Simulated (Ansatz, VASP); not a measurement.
## Two plane-wave programs on MgS

```
Mg S
1.0
     0.00000    2.76229    2.83312
     2.76229    0.00000    2.83312
     2.76229    2.76229    0.00000
Mg S
1 1
Direct
  0.00000 0.00000 0.00000
  0.75000 0.75000 0.75000
```

Change from the starting cell: strain -0.0250 x Voigt [1, 1, 0, 0, 0, 0], atoms carried along.

Alike in both runs: task single point; functional PBEsol; k mesh 8 × 8 × 8; occupations gaussian, width 0.05 eV; no spin polarisation.

|  | VASP | Ansatz |
| --- | --- | --- |
| version | VASP 6.6.1 | Ansatz 0.2.0 |
| potentials or method | VASP PAW PBE potentials, release 64 (Mg, S) | scalar-relativistic, plane waves, PAW |
| plane-wave cutoff (eV) | 520 | 420 |
| valence electrons in the cell | 8 | 16 |

|  | VASP | Ansatz | Ansatz less VASP |
| --- | --- | --- | --- |
| gap on the k mesh at the Fermi level (eV) | 3.51 | 3.50 | -0.004 |
| least direct gap on the mesh (eV) | 3.51 | 3.50 | -0.004 |
| pressure (GPa) | 2.6 | 2.7 | +0.07 |
| largest component of the traceless stress (GPa) | 0.31 | 0.30 | -0.002 |

The two sets of potentials don't hold the same shells in valence.

Caveats: the PAW data sets were made with another functional, which shifts forces and pressure a little (VASP). A k mesh can miss the band edges.
